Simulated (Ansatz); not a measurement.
# TiCo under changes of volume

One of the cells (13.313 Å³/atom); the others are scaled copies at fixed shape and fractional positions:

```
Co Ti
1.0
     2.98611    0.00000    0.00000
     0.00000    2.98611    0.00000
     0.00000    0.00000    2.98611
Co Ti
1 1
Direct
  0.50000 0.50000 0.50000
  0.00000 0.00000 0.00000
```

The cell comes from a database or a generator and needn't be the stable form of this composition.

* Program: Ansatz 0.2.0
* Functional: PBEsol
* Potentials or basis: all-electron LAPW, scalar-relativistic
* Cutoff: 300 eV (chosen from the basis error)
* Basis error allowed: 0.0005 eV/atom
* k mesh: 9 × 9 × 9
* Occupations: fermi-dirac, width 0.05 eV
* Spin: collinear spin, ferromagnetic start
* Starting moments: [2.0, 1.0] μB

```csv
volume (Å³/atom),energy over the lowest point (meV/atom),pressure (GPa),moment (μB per cell)
12.515,0.68,2.5,0.60
12.781,0.00,-1.4,0.64
13.047,5.54,-5.0,0.69
13.313,?,?,?
13.580,32.47,-10.9,0.78
13.846,52.61,-13.3,0.82
14.112,76.64,-15.5,0.85
```

What does the run at 13.313 Å³/atom give?

Energy over the lowest point 16.58 meV/atom; pressure -8.1 GPa; moment 0.73 μB per cell.

Worked out: A Birch-Murnaghan fit of order 3 (a polynomial in V^(-2/3)) to the other rows has its minimum at 12.67 Å³/atom with B0 = V·E''(V) = 186 GPa and B' = 4.7. It gives 16.53 meV/atom at 13.313 Å³/atom, against the run's 16.58, and -dE/dV = -8.1 GPa, against -8.1. A straight line through the other rows of the moment, of slope 0.161 μB per Å³/atom, gives 0.73 μB, against the run's 0.73.

Energies are extrapolated to zero smearing.

The runs don't all hold the same shells in valence.
